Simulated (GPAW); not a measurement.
# TiAl3 (Pm-3m) in GPAW: further runs, part 2 of 2

GPAW 26.7.0. The steps go on from the part before.

## 3. Relaxation of cell and atoms, PBEsol, target pressure 30 GPa, at which the enthalpy is minimised

File run.py:

```python
from ase import Atoms
from ase.filters import FrechetCellFilter
from ase.io import write
from ase.optimize import BFGS
from ase.units import GPa
from gpaw import GPAW, PW, setup_paths

setup_paths.insert(0, '.')

atoms = Atoms(['Ti', 'Al', 'Al', 'Al'],
              cell=[[3.95567125, 0.0, 0.0],
                    [0.0, 3.95567125, 0.0],
                    [0.0, 0.0, 3.95567125]],
              scaled_positions=[[0.0, 0.0, 0.0],
                                [0.0, 0.5, 0.5],
                                [0.5, 0.0, 0.5],
                                [0.5, 0.5, 0.0]],
              pbc=True)

calc = GPAW(mode=PW(600),
            xc='PBEsol',
            kpts={'size': (7, 7, 7), 'gamma': True},
            occupations={'name': 'fermi-dirac', 'width': 0.05},
            nbands=23,
            convergence={'density': 1e-05, 'forces': 0.0001},
            maxiter=150,
            txt='gpaw.txt')
atoms.calc = calc
opt = BFGS(FrechetCellFilter(atoms, scalar_pressure=30 * GPa), trajectory='relax.traj', logfile='-')
done = opt.run(fmax=0.02, steps=60)
calc.write('gs.gpw')
write('result.traj', atoms)
print('Converged:', done)
print('Cell:', atoms.cell.cellpar().round(4))
print('Volume:', round(atoms.get_volume(), 4))
print(atoms.get_scaled_positions().round(5))
```

Potentials or basis: PAW data sets generated in the run's folder for this functional, pw.

Started as:

```bash
> gpaw-setup -f PBEsol Al Ti
> OMP_NUM_THREADS=1 python run.py
```

gpaw.txt:

```text
__  _  _
 | _ |_)|_||  |
 |__||  | ||/\| - 26.7.0

Input parameters:
  mode=PW(ecut=600.0),
  convergence={'density': 1e-05, 'forces': 0.0001},
  kpts=MonkhorstPack(size=(7, 7, 7), gamma=True),
  maxiter=150,
  nbands=23,
  occupations=Occupations(name='fermi-dirac', width=0.05),
  xc=XC(name='PBEsol')

Diagonalizing LCAO Hamiltonian
Converting LCAO to pw mode
   .---------.
  /|         |
 * |         |
 | |         |
 |Al         |
 | .--Al-----.
 |/    Al   /
 Ti--------*

Atoms  # Å, Bohr magnetons
|   | symbol |        x |        y |        z |    initial magnetic moments |
|---|--------|----------|----------|----------|-----------------------------|
| 0 |     Ti | 0.000000 | 0.000000 | 0.000000 | ( 0.0000,  0.0000,  0.0000) |
| 1 |     Al | 0.000000 | 1.977836 | 1.977836 | ( 0.0000,  0.0000,  0.0000) |
| 2 |     Al | 1.977836 | 0.000000 | 1.977836 | ( 0.0000,  0.0000,  0.0000) |
| 3 |     Al | 1.977836 | 1.977836 | 0.000000 | ( 0.0000,  0.0000,  0.0000) |

Unit cell  # Å
| periodic |        x |        y |        z |  lengths |    angles |
|----------|----------|----------|----------|----------|-----------|
|      yes | 3.955671 | 0.000000 | 0.000000 | 3.955671 | 90.000000 |
|      yes | 0.000000 | 3.955671 | 0.000000 | 3.955671 | 90.000000 |
|      yes | 0.000000 | 0.000000 | 3.955671 | 3.955671 | 90.000000 |
[... 244 lines left out ...]
No gap
No difference between direct/indirect transitions

[... 571 lines left out ...]
| -0.177720 |  0.000000 |  0.000000 |
|  0.000000 | -0.177720 |  0.000000 |
|  0.000000 |  0.000000 | -0.177720 |

Forces  # eV/Ang
|        x |        y |       z |
|----------|----------|---------|
|  0.00000 | -0.00000 | 0.00000 |  # Ti   0
| -0.00000 |  0.00000 | 0.00000 |  # Al   1
|  0.00000 |  0.00000 | 0.00000 |  # Al   2
|  0.00000 |  0.00000 | 0.00000 |  # Al   3

Interpolating wave functions to new cell

        Al
            Al
             Al
       Ti

Atoms  # Å, Bohr magnetons
|   | symbol |         x |         y |         z |    initial magnetic moments |
|---|--------|-----------|-----------|-----------|-----------------------------|
| 0 |     Ti |  0.000000 |  0.000000 |  0.000000 | ( 0.0000,  0.0000,  0.0000) |
| 1 |     Al | -0.000000 |  1.856912 |  1.856912 | ( 0.0000,  0.0000,  0.0000) |
| 2 |     Al |  1.856912 | -0.000000 |  1.856912 | ( 0.0000,  0.0000,  0.0000) |
| 3 |     Al |  1.856912 |  1.856912 | -0.000000 | ( 0.0000,  0.0000,  0.0000) |

Unit cell  # Å
| periodic |         x |         y |         z |  lengths |    angles |
|----------|-----------|-----------|-----------|----------|-----------|
|      yes |  3.713823 | -0.000000 |  0.000000 | 3.713823 | 90.000000 |
|      yes | -0.000000 |  3.713823 | -0.000000 | 3.713823 | 90.000000 |
|      yes | -0.000000 |  0.000000 |  3.713823 | 3.713823 | 90.000000 |

Number of symmetries: 48
Symmetry operations  # r_c * U_cc + t_c -> r_c
|    | kind |            matrix            |
|----|------|------------------------------|
|  0 |  E   |  1, 0, 0,  0, 1, 0,  0, 0, 1 |
|  1 |  σ   |  1, 0, 0,  0, 1, 0,  0, 0,-1 |
|  2 |  σ   |  1, 0, 0,  0, 0, 1,  0, 1, 0 |
|  3 |  C4  |  1, 0, 0,  0, 0, 1,  0,-1, 0 |
|  4 |  C4  |  1, 0, 0,  0, 0,-1,  0, 1, 0 |
|  5 |  σ   |  1, 0, 0,  0, 0,-1,  0,-1, 0 |
|  6 |  σ   |  1, 0, 0,  0,-1, 0,  0, 0, 1 |
|  7 |  C2  |  1, 0, 0,  0,-1, 0,  0, 0,-1 |
|  8 |  σ   |  0, 1, 0,  1, 0, 0,  0, 0, 1 |
[... 232 lines left out ...]
Stress tensor  # eV/Ang^3
|         x |         y |         z |
|-----------|-----------|-----------|
| -0.188332 | -0.000000 |  0.000000 |
| -0.000000 | -0.188332 |  0.000000 |
|  0.000000 |  0.000000 | -0.188332 |

Forces  # eV/Ang
|        x |        y |       z |
|----------|----------|---------|
| -0.00000 | -0.00000 | 0.00000 |  # Ti   0
|  0.00000 | -0.00000 | 0.00000 |  # Al   1
| -0.00000 | -0.00000 | 0.00000 |  # Al   2
| -0.00000 |  0.00000 | 0.00000 |  # Al   3

# Writing to gs.gpw (mode='')
```

stdout:

```text
Step          Energy          fmax
BFGS:    0       -9.352554        2.941385
BFGS:    1       -9.692737        2.501891
BFGS:    2      -10.489834        0.122924
BFGS:    3      -10.490716        0.013912
Converged: True
Cell: [ 3.7138  3.7138  3.7138 90.     90.     90.    ]
Volume: 51.2228
[[0.  0.  0. ]
 [0.  0.5 0.5]
 [0.5 0.  0.5]
 [0.5 0.5 0. ]]
```

Run time: 56 s. Hardware: 1 thread of Arm Neoverse V2, shared host; peak memory 0.21 GiB.

What came out:

| Quantity | Value |
| --- | --- |
| Free energy | -20.0820 eV |
| Relaxed volume | 12.81 Å³/atom |
| Relaxed cell | a = 3.714 Å, b = 3.714 Å, c = 3.714 Å, α = 90.00°, β = 90.00°, γ = 90.00° |
| Space group after relaxing (to 0.05 Å) | Pm-3m (No. 221) |
| Energy change on relaxing (the enthalpy is what falls) | +214.5 meV/atom |
| Ionic steps | 4 |
| Pressure after relaxing | 30.2 GPa |
| Band gap on the k mesh | none (metal or under the smearing width) |

The path:
```
step  energy change (eV)  largest force (eV/Å)  pressure (GPa)  volume (Å³)
   1              0.0000                0.0000           -0.46        61.90
   2              0.0190                0.0000            3.27        59.98
   3              0.7843                0.0000           28.47        51.62
   4              0.8579                0.0000           30.17        51.22
```

Final structure:
```
Ti Al
1.0
     3.71382    0.00000    0.00000
     0.00000    3.71382    0.00000
     0.00000    0.00000    3.71382
Ti Al
1 3
Direct
  0.00000 0.00000 0.00000
  0.00000 0.50000 0.50000
  0.50000 0.00000 0.50000
  0.50000 0.50000 0.00000
```

Levels at points of the mesh, in eV from the Fermi level:
```csv
k point,band 7,band 8,band 9,band 10,band 11,band 12,band 13,band 14
"(0.00, 0.00, 0.00)",-3.66,-2.36,-2.36,-2.36,0.03,0.03,0.03,0.47
```

Caveat: later steps reuse the first step's grids; the volume moved by over 15 % at a fixed basis, so the end points are rough.
